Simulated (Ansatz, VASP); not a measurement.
# GaP: VASP beside Ansatz

```xyz
2
Lattice="0.0000 2.7525 2.7525 2.7525 0.0000 2.7525 2.7525 2.7525 0.0000" Properties=species:S:1:pos:R:3 pbc="T T T"
Ga    0.0000    0.0000    0.0000
P     1.3763    1.3763    1.3763
```

Alike in both runs: task relaxation of cell and atoms; functional PBE; k mesh 8 × 8 × 8; no spin polarisation.

|  | VASP | Ansatz |
| --- | --- | --- |
| version | VASP 6.6.1 | Ansatz 0.2.0 |
| potentials or method | VASP PAW PBE potentials, release 64 (Ga_d, P) | scalar-relativistic, plane waves, PAW |
| plane-wave cutoff (eV) | 600 | 420 |
| occupations | gaussian, width 0.01 eV | fixed |
| valence electrons in the cell | 18 | 18 |

```tsv
	VASP	Ansatz	Ansatz less VASP
gap on the k mesh at the Fermi level, each at its own relaxed structure (eV)	1.58	1.58	+0.001
relaxed volume (Å³/atom)	20.86	20.87	+0.004
relaxed cell length with the largest relative difference (Å)	3.893	3.893	+0.0003
```

A k mesh can miss the band edges.
